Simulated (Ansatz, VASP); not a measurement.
# Cross-check of InAs between VASP and Ansatz

One calculation is typed for both programs; each brings its own data sets and cutoff. How far apart do they land? The cell is taken from a series of VASP runs on this material, whose earlier steps may have relaxed, scaled or displaced it; both programs get it as it stands.

Calculated with Ansatz 0.2.0; plane waves, with VASP 6.6.1 beside it; band structure at HSE06.

### Step 1. The starting structure

It takes space group F-43m (No. 216, cubic). The conventional cell has a = 6.150 Å, b = 6.150 Å, c = 6.150 Å, α = 90.00°, β = 90.00°, γ = 90.00°. Nearest to In lie 4 As at 2.66 Å. Nearest to As lie 4 In at 2.66 Å. Farther neighbours are not listed.

Coordinates:

```xyz
2
Lattice="0.0000 3.0748 3.0748 3.0748 0.0000 3.0748 3.0748 3.0748 0.0000" Properties=species:S:1:pos:R:3 pbc="T T T"
In    0.0000    0.0000    0.0000
As    1.5374    1.5374    1.5374
```

### Step 2. VASP: band structure, HSE06

Levels along a path test the potential and the projectors away from the mesh points.

Lines of VASP's logs that name or quote its potential files are left out, and so is its time.

The run reads the wave functions of an earlier VASP run, which isn't shown here.

INCAR

```
SYSTEM = InAs
PREC = Accurate
ENCUT = 400
EDIFF = 1E-06
NELM = 100
ISMEAR = 0
SIGMA = 0.05
LREAL = .FALSE.
ALGO = Normal
LHFCALC = .TRUE.
AEXX = 0.25
GGA = PE
HFSCREEN = 0.2
LASPH = .TRUE.
NBANDS = 15
PRECFOCK = Fast
LORBIT = 11
LWAVE = .FALSE.
LCHARG = .FALSE.
KPAR = 2
```

POSCAR

```
InAs
1.0
    0.0000000000      3.0748316148      3.0748316148
    3.0748316148      0.0000000000      3.0748316148
    3.0748316148      3.0748316148      0.0000000000
In As
1 1
Direct
    0.0000000000      0.0000000000      0.0000000000
    0.2500000000      0.2500000000      0.2500000000
```

KPOINTS

```
Automatic mesh
0
Gamma
4 4 4
0 0 0
```

KPOINTS_OPT

```
Line mode
6
Line-mode
Reciprocal
  0.00000000   0.00000000   0.00000000 GAMMA
  0.50000000   0.00000000   0.50000000 X

  0.50000000   0.00000000   0.50000000 X
  0.50000000   0.25000000   0.75000000 W

  0.50000000   0.25000000   0.75000000 W
  0.37500000   0.37500000   0.75000000 K

  0.37500000   0.37500000   0.75000000 K
  0.00000000   0.00000000   0.00000000 GAMMA

  0.00000000   0.00000000   0.00000000 GAMMA
  0.50000000   0.50000000   0.50000000 L

  0.50000000   0.50000000   0.50000000 L
  0.62500000   0.25000000   0.62500000 U

  0.62500000   0.25000000   0.62500000 U
  0.50000000   0.25000000   0.75000000 W

  0.50000000   0.25000000   0.75000000 W
  0.50000000   0.50000000   0.50000000 L

  0.50000000   0.50000000   0.50000000 L
  0.37500000   0.37500000   0.75000000 K

  0.62500000   0.25000000   0.62500000 U
  0.50000000   0.00000000   0.50000000 X
```

Potentials, in the order of the species: In_d and As (PBE family, release 64).

Launch:

```console
$ mpirun -np 2 vasp_std
```

Numbers of over 12 decimals in the logs are rounded to 6 here.

What it wrote:

```text
[banner, memory and clock lines left out]
running    2 mpi-ranks, on    1 nodes
 distrk:  each k-point on    1 cores,    2 groups
 distr:  one band on    1 cores,    1 groups

 POSCAR found type information on POSCAR InAs
 POSCAR found :  2 types and       2 ions
 LDA part: xc-table for (Slater+PW92), standard interpolation
 found WAVECAR, reading the header
 POSCAR, INCAR and KPOINTS ok, starting setup
 FFT: planning ... GRIDC
 FFT: planning ... GRID_SOFT
 FFT: planning ... GRID
 reading WAVECAR
 the WAVECAR file was read successfully
 initial charge from wavefunction
 entering main loop
       N       E                     dE             d eps       ncg     rms          rms(c)
DAV:   1    -0.912648054359E+01   -0.91265E+01   -0.67164E-01   296   0.115E+01    0.335E+00
DAV:   2    -0.913861547522E+01   -0.12135E-01   -0.54929E-02   315   0.194E+00    0.386E+00
DAV:   3    -0.913624886020E+01    0.23666E-02   -0.32941E-03   340   0.759E-01    0.265E+00
DAV:   4    -0.913556214298E+01    0.68672E-03   -0.79957E-04   327   0.326E-01    0.168E+00
DAV:   5    -0.913542403013E+01    0.13811E-03   -0.21277E-04   290   0.153E-01    0.104E+00
DAV:   6    -0.913538570100E+01    0.38329E-04   -0.31400E-05   276   0.700E-02    0.634E-01
DAV:   7    -0.913537342496E+01    0.12276E-04   -0.76730E-06   261   0.331E-02    0.380E-01
DAV:   8    -0.913537068952E+01    0.27354E-05   -0.33177E-06   261   0.168E-02    0.228E-01
DAV:   9    -0.913537094652E+01   -0.25700E-06   -0.12549E-06   245   0.881E-03
   1 F= -.91353709E+01 E0= -.91353708E+01  d E =-.237465E-06
 Start KPOINTS_OPT (optional k-point list driver)
k-point batch [1-8\60]
       N       E                     dE             ncg
DAV:   1     0.162556238996E+02   -0.27314E+04      240
DAV:   2    -0.988221752335E+03   -0.10045E+04      240
DAV:   3    -0.106008716796E+04   -0.71865E+02      317
DAV:   4    -0.106227287188E+04   -0.21857E+01      297
DAV:   5    -0.106234180516E+04   -0.68933E-01      377
DAV:   6    -0.106234469628E+04   -0.28911E-02      370
DAV:   7    -0.106234474392E+04   -0.47645E-04      377
DAV:   8    -0.106234474490E+04   -0.97352E-06      298
[...]
k-point batch [57-60\60]
       N       E                     dE             ncg
DAV:   1     0.195076638323E+04   -0.24858E+04      120
DAV:   2     0.145526914808E+04   -0.49550E+03      120
DAV:   3     0.142064318055E+04   -0.34626E+02      162
DAV:   4     0.141968140430E+04   -0.96178E+00      148
DAV:   5     0.141964401645E+04   -0.37388E-01      193
DAV:   6     0.141964270636E+04   -0.13101E-02      184
DAV:   7     0.141964268046E+04   -0.25902E-04      200
DAV:   8     0.141964268000E+04   -0.46574E-06      153
```

OUTCAR, selected parts (step 2):

```text
ion  position               nearest neighbor table
   1  0.000  0.000  0.000-   2 2.66   2 2.66   2 2.66   2 2.66
   2  0.250  0.250  0.250-   1 2.66   1 2.66   1 2.66   1 2.66

  LATTYP: Found a face centered cubic cell.
 ALAT       =     6.1496632296

 Subroutine GETGRP returns: Found 24 space group operations
 (whereof 24 operations were pure point group operations)

The static configuration has the point symmetry T_d .

 Found      8 irreducible k-points:

   k-points           NKPTS =      8   k-points in BZ     NKDIM =     64   number of bands    NBANDS=     15

   dimension x,y,z NGX =    28 NGY =   28 NGZ =   28
   dimension x,y,z NGXF=    56 NGYF=   56 NGZF=   56

   ENCUT  =  400.0 eV  29.40 Ry    5.42 a.u.   7.09  7.09  7.09*2*pi/ulx,y,z

   NELECT =      18.0000    total number of electrons

 k-points in reciprocal lattice and weights: Automatic mesh
   0.00000000  0.00000000  0.00000000       0.016
   0.25000000  0.00000000  0.00000000       0.125
   0.50000000  0.00000000  0.00000000       0.062
   0.25000000  0.25000000  0.00000000       0.094
   0.50000000  0.25000000  0.00000000       0.375
  -0.25000000  0.25000000  0.00000000       0.188
   0.50000000  0.50000000  0.00000000       0.047
  -0.25000000  0.50000000  0.25000000       0.094

  exchange ACFDT corr.  =         0.00000000  see jH, gK, PRB 81, 115126

 average (electrostatic) potential at core
       1 -90.8491       2 -46.2371

 E-fermi :   3.7684

 k-point     1 :       0.0000    0.0000    0.0000
  band No.  band energies     occupation
    ...
      5     -12.3557      2.00000
      6      -9.0662      2.00000
      7       3.6160      1.99998
      8       3.6160      1.99998
      9       3.6160      1.99998
     10       3.9120      0.00005
     11       8.2718      0.00000
     12       8.2718      0.00000
     13       8.2718      0.00000
     14      11.9026      0.00000
    ...

 k-point     2 :       0.2500    0.0000    0.0000
  band No.  band energies     occupation
    ...
      5     -12.3548      2.00000
      6      -8.4658      2.00000
      7      -0.1868      2.00000
      8       3.0504      2.00000
      9       3.0504      2.00000
     10       5.4564      0.00000
     11       8.9958      0.00000
     12       8.9958      0.00000
     13       9.4847      0.00000
     14      12.7909      0.00000
    ...

 k-point     3 :       0.5000    0.0000    0.0000
  band No.  band energies     occupation
    ...
      5     -12.3497      2.00000
      6      -7.6121      2.00000
      7      -2.3689      2.00000
      8       2.6215      2.00000
      9       2.6215      2.00000
     10       5.1761      0.00000
     11       9.0520      0.00000
     12       9.0520      0.00000
     13      11.2763      0.00000
     14      13.4609      0.00000
    ...

  energy-cutoff  :      400.00
  volume of cell :       58.14
      direct lattice vectors                 reciprocal lattice vectors
     0.000000000  3.074831615  3.074831615    -0.162610530  0.162610530  0.162610530
     3.074831615  0.000000000  3.074831615     0.162610530 -0.162610530  0.162610530
     3.074831615  3.074831615  0.000000000     0.162610530  0.162610530 -0.162610530

 POSITION                                       TOTAL-FORCE (eV/Angst)
 -----------------------------------------------------------------------------------
      0.00000      0.00000      0.00000         0.000000      0.000000      0.000000
      1.53742      1.53742      1.53742        -0.000000     -0.000000     -0.000000
 -----------------------------------------------------------------------------------
    total drift:                                0.000049      0.000051      0.000040

  FREE ENERGIE OF THE ION-ELECTRON SYSTEM (eV)
  ---------------------------------------------------
  free  energy   TOTEN  =        -9.1353709465 eV

  energy  without entropy=       -9.1353707090  energy(sigma->0) =       -9.13537083

 total charge
# of ion       s       p       d       tot
------------------------------------------
    1        0.842   0.707   9.900  11.448
    2        1.219   1.604   0.019   2.842
--------------------------------------------------
tot          2.061   2.310   9.919  14.290

[... 3 further parts left out ...]
```

Spin-orbit coupling is off here; with elements this heavy it splits and shifts levels by tenths of an eV or more.

(Part 1 of 2 ends here.)

[Lines on the potential files, build, host, timing and source positions are cut from VASP's logs without a mark.]

[Logs are printed without paths, hosts, clocks, repeated set-up lines and the standing remarks that a program may print on its own settings, such as how far it seeks lower states.]

[Hosts, paths, dates, database ids (printed as entryN), source tags and the programs' standing remarks are cut or masked in the printed files.]
